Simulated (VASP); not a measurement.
Set up this calculation in VASP 6.6.1, as the native input.

```
Task                   : relaxation of cell and atoms
Functional             : RPBE
Potentials or basis    : VASP PAW PBE potentials, release 64 (Ag)
Cutoff                 : 600 eV
k mesh                 : 11 × 11 × 11
Occupations            : fermi-dirac, width 0.05 eV
Spin                   : no spin polarisation
Further INCAR settings : ALGO = Fast; EDIFF = 1e-07; IBRION = 2; EDIFFG = -0.02; NSW = 40; ISIF = 3
```

The structure of Ag lies in POSCAR:

```
Ag
1.0
    0.0000000000      2.0427500000      2.0427500000
    2.0427500000      0.0000000000      2.0427500000
    2.0427500000      2.0427500000      0.0000000000
Ag
1
Direct
    0.0000000000      0.0000000000      0.0000000000
```

One way to write it, as run:

INCAR

```
PREC = Accurate ; ENCUT = 600
EDIFF = 1E-7 ; ISMEAR = -1
SIGMA = 0.05 ; LREAL = F
LASPH = T ; NELM = 80
ALGO = Fast ; ISIF = 3
LWAVE = F ; LCHARG = F
GGA = RP ; IBRION = 2
NSW = 40 ; EDIFFG = -0.02
```

KPOINTS

```
Automatic mesh
0
Gamma
  11 11 11
```

Potentials or basis: VASP PAW PBE potentials, release 64 (Ag).

The run is started by

```sh
$ cat potpaw_PBE.64/Ag/POTCAR > POTCAR
$ mpirun -np 1 vasp_std > vasp.out
```

Results of the run:

```yaml
Relaxed_volume: 18.62 Å³/atom
Relaxed_cell: a = 2.975 Å, b = 2.975 Å, c = 2.975 Å, α = 60.00°, β = 60.00°, γ = 60.00°
Space_group_after_relaxing_to_0.05_Å: Fm-3m (No. 225)
Energy_gained_by_relaxing: 37.3 meV/atom
Ionic_steps: 3
Pressure_after_relaxing: 0.1 GPa
Band_gap_on_the_k_mesh: none (metal or under the smearing width)
```

Caveat: the PAW data sets were made with another functional, which shifts forces and pressure a little.

It took 12 s on 1 thread of Intel(R) Xeon(R) Platinum 8559C (Emerald Rapids) (shared host), peak memory 0.15 GiB.
